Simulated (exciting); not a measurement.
# Ga (Pm-3m) in exciting: reference runs

Aim: a first look at Ga with PBEsol, on the cell as given.

All numbers are computed with exciting (release sodium); they aren't measurements. Logs are shortened: lines on timing, memory, paths and dates and some standing lists are left out, and cuts for length are marked.

**1. The structure**

Symmetry: Pm-3m, No. 221, cubic system. The conventional cell has a = 2.716 Å, b = 2.716 Å, c = 2.716 Å, α = 90.00°, β = 90.00°, γ = 90.00°. Ga (site symmetry m-3m) has 6 Ga at 2.72 Å as nearest neighbours.

The cell was built by a generator and needn't be a form met in nature.

**2. Single point, PBEsol**

input.xml

```xml
<input>
  <title>Ga</title>
  <structure speciespath="./" tshift="false">
    <crystal scale="1">
      <basevect>5.133403223023 0.000000000000 0.000000000000</basevect>
      <basevect>0.000000000000 5.133403223023 0.000000000000</basevect>
      <basevect>0.000000000000 0.000000000000 5.133403223023</basevect>
    </crystal>
    <species speciesfile="Ga.xml" rmt="2">
      <atom coord="0.000000000000 0.000000000000 0.000000000000"/>
    </species>
  </structure>
  <groundstate do="fromscratch" ngridk="10 10 10" rgkmax="9" gmaxvr="14" lmaxapw="10" lmaxmat="10" lmaxvr="8" xctype="GGA_PBE_SOL" stype="Fermi Dirac" swidth="0.00183747" nempty="8" ValenceRelativity="iora*" epsengy="1e-05" epspot="1e-05" maxscl="60" tforce="true" outputlevel="normal"/>
</input>
```

Potentials or basis: all-electron LAPW+lo, shipped species files, valence relativity iora*.

Launch:

```console
OMP_NUM_THREADS=1 exciting_smp
```

INFO.OUT:

```text
================================================================================
EXCITING SODIUM started
[... 10 lines left out ...]

 Lattice vectors (cartesian) :
      5.1334032230      0.0000000000      0.0000000000
      0.0000000000      5.1334032230      0.0000000000
      0.0000000000      0.0000000000      5.1334032230

 Reciprocal lattice vectors (cartesian) :
      1.2239804734      0.0000000000      0.0000000000
      0.0000000000      1.2239804734      0.0000000000
      0.0000000000      0.0000000000      1.2239804734

 Unit cell volume                           :     135.2745621252
 Brillouin zone volume                      :       1.8336796626

 Species :    1 (Ga)
     parameters loaded from                 :    Ga.xml
     name                                   :    gallium
     nuclear charge                         :     -31.00000000
     electronic charge                      :      31.00000000
     atomic mass                            :  127097.25380000
     muffin-tin radius                      :       2.00000000
     # of radial points in muffin-tin       :     350

     atomic positions (lattice) :
       1 :   0.00000000  0.00000000  0.00000000

 Total number of atoms per unit cell        :       1

 Spin treatment                             :    spin-unpolarised

 Number of Bravais lattice symmetries       :      48
 Number of crystal symmetries               :      48

 k-point grid                               :      10   10   10
 Total number of k-points                   :      56
 k-point set is reduced with crystal symmetries

 R^MT_min * |G+k|_max (rgkmax)              :       9.00000000
 Species with R^MT_min                      :       1 (Ga)
 Maximum |G+k| for APW functions            :       4.50000000
 Maximum |G| for potential and density      :      14.00000000

 G-vector grid sizes                        :      24    24    24
 Total number of G-vectors                  :    6235

 Maximum angular momentum used for
     APW functions                          :      10
     computing H and O matrix elements      :      10
     potential and density                  :       8
     inner part of muffin-tin               :       2

 Total nuclear charge                       :     -31.00000000
 Total electronic charge                    :      31.00000000
 Total core charge                          :      18.00000000
 Total valence charge                       :      13.00000000

 Number of empty states                     :       8
 Total number of valence states             :      15

 Maximum Hamiltonian size                   :     242
 Maximum number of plane-waves              :     228
 Total number of local-orbitals             :      14

 Exchange-correlation type                  :      22
     PBEsol, Phys. Rev. Lett. 100, 136406 (2008)
     Generalised gradient approximation (GGA)

[... 20 lines left out ...]
+ SCF iteration number :    1                                                  +
++++++++++++++++++++++++++++++++++++++++++++++++++++++++++++++++++++++++++++++++
 Total energy                               :     -1940.24005067
 _______________________________________________________________
 Fermi energy                               :         0.21383858
 Kinetic energy                             :      1982.36398516
 Coulomb energy                             :     -3848.49905354
 Exchange energy                            :       -72.38897675
 Correlation energy                         :        -1.71600554

 DOS at Fermi energy (states/Ha/cell)       :        18.67376918

 Electron charges :
     core                                   :        18.00000000
     core leakage                           :         0.00619093
     valence                                :        13.00000000
     interstitial                           :         2.25057148
     charge in muffin-tin spheres :
                  atom     1    Ga          :        28.74942852
     total charge in muffin-tins            :        28.74942852
     total charge                           :        31.00000000

++++++++++++++++++++++++++++++++++++++++++++++++++++++++++++++++++++++++++++++++
+ SCF iteration number :    2                                                  +
++++++++++++++++++++++++++++++++++++++++++++++++++++++++++++++++++++++++++++++++
 Total energy                               :     -1941.77925379
 _______________________________________________________________
 Fermi energy                               :         0.20996094
 Kinetic energy                             :      1981.61203329
 Coulomb energy                             :     -3849.23216998
 Exchange energy                            :       -72.44252778
 Correlation energy                         :        -1.71658932

 DOS at Fermi energy (states/Ha/cell)       :        19.26731280

 Electron charges :
     core                                   :        18.00000000
     core leakage                           :         0.00609876
     valence                                :        13.00000000
     interstitial                           :         2.23516018
     charge in muffin-tin spheres :
                  atom     1    Ga          :        28.76483982
     total charge in muffin-tins            :        28.76483982
     total charge                           :        31.00000000

 RMS change in effective potential (target) :  0.357342E-01  ( 0.100000E-04)
 Absolute change in total energy   (target) :   1.53920      ( 0.100000E-04)
 Charge distance                   (target) :  0.186963E-02  ( 0.100000E-04)
 Abs. change in max-nonIBS-force   (target) :   0.00000      ( 0.500000E-04)

++++++++++++++++++++++++++++++++++++++++++++++++++++++++++++++++++++++++++++++++
+ SCF iteration number :    3                                                  +
++++++++++++++++++++++++++++++++++++++++++++++++++++++++++++++++++++++++++++++++
 Total energy                               :     -1942.30922083
 _______________________________________________________________
 Fermi energy                               :         0.20726540
 Kinetic energy                             :      1981.28299563
 Coulomb energy                             :     -3849.41673908
 Exchange energy                            :       -72.45872478
 Correlation energy                         :        -1.71675261

 DOS at Fermi energy (states/Ha/cell)       :        19.39426638

 Electron charges :
     core                                   :        18.00000000
     core leakage                           :         0.00606487
     valence                                :        13.00000000
     interstitial                           :         2.22852164
     charge in muffin-tin spheres :
                  atom     1    Ga          :        28.77147836
     total charge in muffin-tins            :        28.77147836
     total charge                           :        31.00000000
[... 157 lines left out ...]
 DOS at Fermi energy (states/Ha/cell)       :        19.41292075

 Electron charges :
     core                                   :        18.00000000
     core leakage                           :         0.00603588
     valence                                :        13.00000000
     interstitial                           :         2.22155613
     charge in muffin-tin spheres :
                  atom     1    Ga          :        28.77844387
     total charge in muffin-tins            :        28.77844387
     total charge                           :        31.00000000

 RMS change in effective potential (target) :  0.110256E-07  ( 0.100000E-04)
 Absolute change in total energy   (target) :  0.490337E-05  ( 0.100000E-04)
 Charge distance                   (target) :  0.852226E-08  ( 0.100000E-04)
 Abs. change in max-nonIBS-force   (target) :   0.00000      ( 0.500000E-04)

++++++++++++++++++++++++++++++++++++++++++++++++++++++++++++++++++++++++++++++++
+ SCF iteration number :   10                                                  +
++++++++++++++++++++++++++++++++++++++++++++++++++++++++++++++++++++++++++++++++
 Total energy                               :     -1942.65733965
 _______________________________________________________________
 Fermi energy                               :         0.20092257
 Kinetic energy                             :      1980.87484624
 Coulomb energy                             :     -3849.35305026
 Exchange energy                            :       -72.46238741
 Correlation energy                         :        -1.71674821

 DOS at Fermi energy (states/Ha/cell)       :        19.41293058

 Electron charges :
     core                                   :        18.00000000
     core leakage                           :         0.00603588
     valence                                :        13.00000000
     interstitial                           :         2.22155613
     charge in muffin-tin spheres :
                  atom     1    Ga          :        28.77844387
     total charge in muffin-tins            :        28.77844387
     total charge                           :        31.00000000

 RMS change in effective potential (target) :  0.191444E-08  ( 0.100000E-04)
 Absolute change in total energy   (target) :  0.959674E-06  ( 0.100000E-04)
 Charge distance                   (target) :  0.263048E-08  ( 0.100000E-04)
 Abs. change in max-nonIBS-force   (target) :   0.00000      ( 0.500000E-04)

++++++++++++++++++++++++++++++++++++++++++++++++++++++++++++++++++++++++++++++++
| Convergency criteria checked for the last 2 iterations                       +
| Convergence targets achieved. Performing final SCF iteration                 +
++++++++++++++++++++++++++++++++++++++++++++++++++++++++++++++++++++++++++++++++
 Total energy                               :     -1942.65733949
 _______________________________________________________________
 Fermi energy                               :         0.20092257
 Kinetic energy                             :      1980.87484629
 Coulomb energy                             :     -3849.35305017
 Exchange energy                            :       -72.46238740
 Correlation energy                         :        -1.71674821

 DOS at Fermi energy (states/Ha/cell)       :        19.41292925

 Electron charges :
     core                                   :        18.00000000
     core leakage                           :         0.00603588
     valence                                :        13.00000000
     interstitial                           :         2.22155613
     charge in muffin-tin spheres :
                  atom     1    Ga          :        28.77844387
     total charge in muffin-tins            :        28.77844387
     total charge                           :        31.00000000

++++++++++++++++++++++++++++++++++++++++++++++++++++++++++++++++++++++++++++++++
+ Self-consistent loop stopped                                                 +
++++++++++++++++++++++++++++++++++++++++++++++++++++++++++++++++++++++++++++++++
 STATE.OUT is written

--------------------------------------------------------------------------------
- Writing atomic positions and forces                                          -
--------------------------------------------------------------------------------

 Atomic positions (lattice) :
 atom     1  Ga  :     0.00000000    0.00000000    0.00000000

 Total atomic forces including IBS (cartesian) :
 atom     1  Ga  :     0.00000000    0.00000000    0.00000000

 Atomic force components including IBS (cartesian) :
 atom     1  Ga  :     0.00000000    0.00000000    0.00000000   HF force
                 :     0.00000000    0.00000000    0.00000000   core correction
                 :     0.00000000    0.00000000    0.00000000   IBS correction

********************************************************************************
[... 7 lines left out ...]
| EXCITING SODIUM stopped                                                      =
================================================================================
```

It took 33 s on 1 thread of Arm Neoverse V1, shared host; peak memory 0.1 GiB.

Results:

```
Free energy                                       : -52862.4048 eV
Band gap on the k mesh                            : none (metal or under the smearing width)
All electrons inside the program's atomic spheres : Ga 28.78 (radii Ga 2.0 bohr)
```

Levels at points of the mesh, in eV from the Fermi level:
| k point | band 2 | band 3 | band 4 | band 5 | band 6 | band 7 | band 8 | band 9 | band 10 | band 11 |
| --- | --- | --- | --- | --- | --- | --- | --- | --- | --- | --- |
| (0.00, 0.00, 0.00) | -15.06 | -14.54 | -14.54 | -14.54 | -10.58 | 8.93 | 8.93 | 8.93 | 11.80 | 11.80 |
| (0.50, 0.00, 0.00) | -14.73 | -14.68 | -14.68 | -14.53 | -6.21 | -4.12 | 12.36 | 12.36 | 15.39 | 16.38 |
| (0.50, 0.50, 0.00) | -14.87 | -14.66 | -14.66 | -14.40 | -1.67 | -0.68 | -0.68 | 4.19 | 15.86 | 20.46 |
| (0.50, 0.50, 0.50) | -14.88 | -14.88 | -14.40 | -14.40 | 2.61 | 2.61 | 2.61 | 3.75 | 8.16 | 8.16 |

Caveat: the log's total energy holds no entropy term; the free energy is that total less TS from the occupations.
